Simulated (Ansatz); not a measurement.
# Calculated 17O NMR of the central transition for SiO2

Cell: a Materials Project structure (computed, not necessarily an observed phase), taken as it stands.

Space group Pnnm (No. 58); a = 4.9580, b = 8.7413, c = 8.6786 Å.

| site | Wyckoff | site symmetry | x | y | z |
| --- | --- | --- | --- | --- | --- |
| Si | 8h | 1 | 0.9337 | 0.1741 | 0.1813 |
| O9 | 4g | ..m | 0.0136 | 0.8013 | 0.0000 |
| O10 | 4e | ..2 | 0.5000 | 0.5000 | 0.2716 |
| O13 | 8h | 1 | 0.1232 | 0.2889 | 0.7216 |

One atom of each set is listed.

Method: Kohn–Sham DFT in Ansatz, r2SCAN, plane waves and PAW, scalar-relativistic, 500 eV cutoff, Γ-centred 5×3×3 k-points, Fermi–Dirac smearing 0.02 eV.

17O has I = 5/2 and Q = -25.58 mb (Pyykkö 2018); at 28.2 T its Larmor frequency is ν₀ = 162.8 MHz. Only the quadrupole interaction is simulated: positions count from each site's isotropic chemical shift, and J coupling is left out, as are shift anisotropy and dipolar coupling, which fast spinning averages.

(1) What does the 17O spectrum (fast magic-angle spinning) show for each site?

## Answers

(1) 

```json
{"site": "O9", "first shell": "2 Si at 1.61 Å, angle 156°", "C_Q (MHz)": "-5.89", "η": "0.13", "P_Q (MHz)": "5.90", "δ_QIS (ppm)": "-7.88", "breadth (kHz)": "2.85"}
{"site": "O10", "first shell": "2 Si at 1.61 Å, angle 151°", "C_Q (MHz)": "-5.80", "η": "0.09", "P_Q (MHz)": "5.81", "δ_QIS (ppm)": "-7.63", "breadth (kHz)": "2.74"}
{"site": "O13", "first shell": "2 Si at 1.61 Å, angle 143°", "C_Q (MHz)": "-5.61", "η": "0.23", "P_Q (MHz)": "5.66", "δ_QIS (ppm)": "-7.25", "breadth (kHz)": "2.68"}
```

δ_QIS = −(ν_Q²/30ν₀²)[I(I+1) − 3/4](1 + η²/3) × 10⁶ ppm with ν_Q = 3|C_Q|/[2I(2I−1)]; it falls as 1/B₀² in ppm, and the breadth as 1/B₀ in kHz.

At O9, O10 and O13 V_zz runs parallel to the line that joins its two neighbours (within 1°) in each case.

The run took 84 s of wall time (84 s of CPU time) and 1.5 GiB at its peak, on 1 thread of Intel Xeon Platinum 8175M CPU @ 2.50GHz (Skylake/Cascade Lake) (x86_64; 16 cores open to the job, memory cap 2.5 GiB, no GPU), a shared host with a load of 0.7 a core.
